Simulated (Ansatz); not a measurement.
NbAs:

```
Nb As
1.0
    -1.72585    1.72585    5.84000
     1.72585   -1.72585    5.84000
     1.72585    1.72585   -5.84000
Nb As
2 2
Direct
  0.50000 0.00000 0.50000
  0.75000 0.75000 0.00000
  0.91600 0.41600 0.50000
  0.16600 0.16600 0.00000
```

Below is the output of Ansatz 0.2.0 for this cell. Logs are shortened: lines on timing, memory, paths and dates and some standing lists are left out, and cuts for length are marked.

```text
Warning: RAYON_NUM_THREADS=2 ignored (pool sized by the plan → 2); use --threads N
basis.fft_grid_basis auto: the FFT boxes are laid along the combinations [[1, 0, 1], [0, 1, 1], [0, 0, 1]] of the cell's own vectors, 3.452, 3.452 and 6.330 Å long. The dense box has 24×24×45 points. Along the cell's own vectors, as sized, it would have 45×45×45, 3.52 times as many. Of the 8 symmetry operations that the crystal satisfies within crystal.symmetry.tolerance (time reversal apart; of a slab, those that keep its plane) the dense box along the cell's own vectors carries 8, and the one as laid loses 6 of those. basis.fft_grid_basis: typed keeps the cell's own vectors: state it where this run's energies or levels are differenced outside the engine with another run's, or held beside a run that keeps those vectors.
Engine: ansatz 0.2.0, x86_64-unknown-linux-gnu
Pseudopotentials: kind: paw
Pseudopotential: Nb, paw, valence charge 13, recommended cutoff 420 eV (normal), Nb.paw.azcp
Pseudopotential: As, paw, valence charge 15, recommended cutoff 420 eV (normal), As.paw.azcp
Functional definition: PBE
  parameter kappa = 0.804
  parameter beta = 0.06672455060314922
  exchange = pbe_x(kappa = kappa, mu = beta*pi^2/3)
  correlation = pbe_c(beta = beta)
Crystal: 4 atoms, lattice volume = 69.579 Å³
Basis set: ecut = 420 eV, 1371 PW (Γ), FFT grids on a1+a3, a2+a3, a3, exchange–correlation on 48×48×90 points (8 copies of the dense FFT grid, shifted against one another)
Bands: 34, of which v1, the nominal top of the filled ones, is band 28 counted from 1 (27 counted from 0)
Symmetry: 8 space group operations
Space group: I41md (ITA 109), of the structure as read, at distance tolerance 4.1e-5 Å
k-points: 126 of 1331 (time reversal used)
Non-local potential: Nb, projectors of the file, l = 0: 3, l = 1: 2, l = 2: 2, l = 3: 1
Non-local potential: As, projectors of the file, l = 0: 2, l = 1: 2, l = 2: 3, l = 3: 1
PAW form: soft (Blöchl's): semilocal exchange-correlation on the pseudo side does not see the compensation charge
PAW one-centre angular grid: Nb, 590 points (default); XC on 64 Gauss nodes
PAW one-centre angular grid: As, 590 points (default); XC on 64 Gauss nodes
Initial density: superposition of atomic densities (neutral atoms: chi_scale 0, normalization atom), corrected by the library's trained network
Initial wavefunctions: pseudopotential atomic-orbital guess
Functional: x = pbe(κ = 0.804, μ = 0.2195149727645171), c = pbe(β = 0.06672455060314922)
[... 16 lines left out ...]
Entropy (-TS):   -0.000034 eV (-0.008 meV/atom)
Fermi energy:    16.325333 eV
--- Per-component energies (eV) ---
  E_band       = -484.197985
  E_kinetic    = 999.046823
  E_local      = -4331.962111  (includes V_loc(G=0)·N_el)
  E_nonlocal   = -1101.128351
  E_hartree    = 2145.455703
  E_xc         = -512.205645
  E_vxc        = -588.360709  (∫ρ·V_xc dr)
  E_paw        = -9818.535778  (= ΣΔE_a)
  E_vpaw       = 247.295232  (= ΣTr[D̂ρ^β])
  E_aug_tail   = 0.000027  (compensation charges beyond the density's cutoff)
  E_ewald      = -6200.251917
  E_smearing   = -0.000034  (= −TS)
  E_closure    = -0.000000  (closes the sum)
  Σ components = -18819.581283   (vs F -18819.581283, Δ=0.00e0)
--- Forces (eV/Å), atoms counted from 1 ---
  atom   1  Nb     0.00000000    -0.00000000    -0.30257880
  atom   2  Nb    -0.00000000     0.00000000    -0.30257880
  atom   3  As     0.00000000     0.00000000     0.30257685
  atom   4  As    -0.00000000     0.00000000     0.30257685
  max |Σ_I F_I| component: 3.91e-6 eV/Å
--- Stress (GPa, compression-positive) ---
        3.080094       0.000000      -0.000000
        0.000000       3.080094       0.000000
       -0.000000      -0.000000       3.673059
  P = ⅓ Tr σ = 3.2777 GPa (32.777 kbar)
--- Band table (eV; the first three rows and the last of 126) ---
  k-point 0: bands = ["-38.8009", "-38.7724", "-19.2051", "-19.2051", "-19.1892", "-19.1849", "-19.1821", "-19.1806", "-19.1764", "-19.1759", "-19.1759", "-19.1735", "-15.0286", "-14.9115", "-14.9115", "-14.7577", "-14.7577", "-14.7138", "3.0770", "5.3570", "10.0985", "13.4902", "14.0521", "14.0521", "14.2773", "14.6351", "14.9213", "14.9213", "17.0307", "17.6063", "18.7165", "19.3142", "19.3142"]
  k-point 1: bands = ["-38.7985", "-38.7712", "-19.2058", "-19.2045", "-19.1885", "-19.1847", "-19.1835", "-19.1824", "-19.1762", "-19.1757", "-19.1742", "-19.1727", "-15.0197", "-14.9276", "-14.9242", "-14.7750", "-14.7689", "-14.7121", "3.2781", "5.4140", "10.2331", "13.0753", "13.8700", "13.9661", "14.0145", "14.4756", "15.0174", "15.1840", "16.7392", "17.2532", "18.7156", "18.9645", "19.5679"]
  k-point 2: bands = ["-38.7917", "-38.7680", "-19.2079", "-19.2027", "-19.1878", "-19.1869", "-19.1852", "-19.1837", "-19.1754", "-19.1752", "-19.1715", "-19.1706", "-15.0057", "-14.9693", "-14.9464", "-14.8152", "-14.7980", "-14.7134", "3.8203", "5.5314", "10.6722", "12.2183", "12.8998", "13.3760", "13.6079", "14.6734", "15.4092", "15.5803", "16.5538", "16.6708", "18.3440", "18.9380", "19.9487"]
  k-point 125: bands = ["-38.7860", "-38.7855", "-19.2070", "-19.2067", "-19.1859", "-19.1858", "-19.1823", "-19.1819", "-19.1756", "-19.1753", "-19.1739", "-19.1738", "-14.9424", "-14.9171", "-14.8725", "-14.8662", "-14.7626", "-14.7474", "4.0787", "4.0973", "12.2142", "12.3448", "13.3013", "13.6095", "13.6520", "14.1527", "15.3441", "15.8865", "17.0615", "17.8209", "18.0195", "18.2737", "19.4079"]
```

Q: What input gives this log?

A: Single point with PBE, no spin polarisation. The files as run (others can give the same):

input.yaml
```yaml
crystal:
  lattice:
    - [-1.72585, 1.72585, 5.84]
    - [1.72585, -1.72585, 5.84]
    - [1.72585, 1.72585, -5.84]
  atoms:
    - { symbol: Nb, position: [0.5, 0.0, 0.5] }
    - { symbol: Nb, position: [0.75, 0.75, 0.0] }
    - { symbol: As, position: [0.916, 0.416, 0.5] }
    - { symbol: As, position: [0.166, 0.166, 0.0] }
hamiltonian:
  xc: pbe
  pseudopotentials: { kind: paw }
kpoints:
  mp_grid: { grid: [11, 11, 11] }
scf:
  occupations: { method: gaussian, width: 0.012 }
output:
  forces: true
  stress: true
  eigenvalues: true
```

Potentials or basis: Ansatz PAW.
The run is started by
```console
$ ansatz run input.yaml --threads 2 --pin off --max-ram 5632MiB --backend cpu --events-out ev --progress --plain --runs-dir out
```

Caveat: odd divisions of the mesh miss points on the zone boundary, where band edges often lie, so the gap on the mesh can be too wide.
